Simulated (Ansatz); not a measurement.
Sr in Ansatz: the effect of functional

Sr:

```
Sr
1.0
     0.00000    3.10202    3.10202
     3.10202    0.00000    3.10202
     3.10202    3.10202    0.00000
Sr
1
Direct
  0.00000 0.00000 0.00000
```

The cell isn't the ideal one: volume scaled by 1.06.

Alike in all runs:

- Program: Ansatz 0.2.0
- Task: single point
- Potentials or basis: Ansatz PAW
- k mesh: 8 × 8 × 8
- Occupations: fermi-dirac, width 0.05 eV
- Spin: no spin polarisation

| functional | cutoff | pressure (GPa) |
| --- | --- | --- |
| LDA | 420 eV (not typed: the program's choice for these potentials) | ? |
| r2SCAN | 500 eV (not typed: the program's choice for these potentials) | -0.6 |
| PBE | 420 eV (not typed: the program's choice for these potentials) | -0.9 |

Question: What does the run with functional LDA give?

Answer: Pressure -2.0 GPa.

Caveats: the PAW data sets come from PBE, with cores solved anew for the run's functional, which leaves a small shift of forces and pressure (some runs).
